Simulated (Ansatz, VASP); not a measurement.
This is a calculation of Si for VASP 6.6.1.

Contents of INCAR:

```
SYSTEM = Si
ALGO = Normal ; EDIFF = 1E-6
EDIFFG = -0.01 ; ENCUT = 600
GGA = PS ; IBRION = 2
ISIF = 3 ; ISMEAR = -1
IVDW = 12 ; LASPH = .TRUE.
LCHARG = .FALSE. ; LREAL = .FALSE.
LWAVE = .FALSE. ; NELM = 80
NSW = 40 ; PREC = Accurate
SIGMA = 0.05
```

The input KPOINTS:

```
k-points
0
G
  8 8 10
  0 0 0
```

Contents of POSCAR:

```
Si
1.0
    4.1209500000      0.0000000000      0.0000000000
   -2.0604700000      3.5688500000      0.0000000000
    0.0000000000      0.0000000000      2.6547900000
Si
2
Direct
    0.3333300000      0.6666700000      0.5000000000
    0.6666700000      0.3333300000      0.5000000000
```

Potentials or basis: VASP PAW PBE potentials, release 64 (Si).

Launch:

```sh
$ cat potpaw_PBE.64/Si/POTCAR > POTCAR
$ mpirun -np 1 vasp_std > vasp.out
```

Task: Set up the same calculation for Ansatz 0.2.0. Potentials there: Ansatz PAW.

Result: As run (the cutoff follows the program's own potentials):

File input.yaml:

```yaml
crystal:
  lattice:
    - [4.12095, 0.0, 0.0]
    - [-2.06047, 3.56885, 0.0]
    - [0.0, 0.0, 2.65479]
  atoms:
    - { symbol: Si, position: [0.33333, 0.66667, 0.5] }
    - { symbol: Si, position: [0.66667, 0.33333, 0.5] }
hamiltonian:
  xc: pbesol
  pseudopotentials: { kind: paw }
  dispersion: d3bj
kpoints:
  mp_grid: { grid: [8, 8, 10] }
scf:
  occupations: { method: fermi_dirac, width: 0.05 }
output:
  forces: true
  stress: true
  eigenvalues: true
relax:
  f_tol: 0.01
  max_steps: 40
  cell: { stress_tol: 0.05 }
```

Potentials or basis: Ansatz PAW.

Command:

```bash
$ ansatz run input.yaml --threads 2 --pin off --max-ram 5632MiB --backend cpu --events-out ev --progress --plain --runs-dir out
```

Both were run:

|  | VASP | Ansatz | Ansatz less VASP |
| --- | --- | --- | --- |
| gap on the k mesh at the Fermi level, each at its own relaxed structure (eV) | none | none | - |
| relaxed volume (Å³/atom) | 18.59 | 18.57 | -0.015 |
| relaxed cell length with the largest relative difference (Å) | 4.062 | 4.061 | -0.0012 |
| energy change over the relaxation (meV/atom) | -13 | -13 | -0.6 |

A gap of «none» marks a metal or a gap that the smearing closes.

Caveats: pairwise dispersion overbinds metals, which lowers pressure and volume; the PAW data sets were made with another functional, which shifts forces and pressure a little (VASP); the plane-wave basis is chosen anew once the cell has moved, so the energies of steps on either side of that aren't comparable (Ansatz); the PAW data sets come from PBE, with cores solved anew for the run's functional, which leaves a small shift of forces and pressure (Ansatz).
